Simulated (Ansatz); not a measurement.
## TaC and a variant

Base: a structure deposited in the COD, whose atoms a relaxation with PBE at fixed cell left in place.

```yaml
crystal:
  lattice:
    - [0.00000, 2.24500, 2.24500]
    - [2.24500, 0.00000, 2.24500]
    - [2.24500, 2.24500, 0.00000]
  atoms:
    - { symbol: Ta, position: [0.00000, 0.00000, 0.00000] }
    - { symbol: C, position: [0.50000, 0.50000, 0.50000] }
```

Atom numbers follow the list; atoms alike are taken as one site, whose name carries the number of the first.

Level of theory: DFT, PBE, plane waves and PAW, scalar-relativistic, collinear spin, 420 eV cutoff, Γ-centred 18×18×18 k-points, Fermi–Dirac smearing 0.05 eV (Ansatz 0.2.0). Start moments as typed (μB): 1 on each Ta, none on the rest.

(1) Variant: z stretched by 1 %, ions relaxed. What happens to the gradients (10²¹ V/m²)?

Results:

(1) 

| site | atoms | V_zz base | η base | V_zz variant | η variant |
| --- | --- | --- | --- | --- | --- |
| Ta | 1 | 0.00 | – | 4.68 | 0.00 |
| C | 2 | 0.00 | – | 0.19 | 0.00 |

The largest change of V_zz is on Ta, from 0.00 to 4.68.

The start moments die out, and the run ends without spin.
For the variant: The run finds no gap above 0.1 eV (a metal, or nearly one), so the gradients can move by 10 % or more with the k-mesh. Without spin–orbit coupling the gradients at and beside Ta can be off by some per cent, at some sites by more. With these PAW files V_zz is typically within 2 to 3 % of all-electron values, but misses above 10 % occur on Ta. At this changed cell the PBE pressure is -6 GPa.
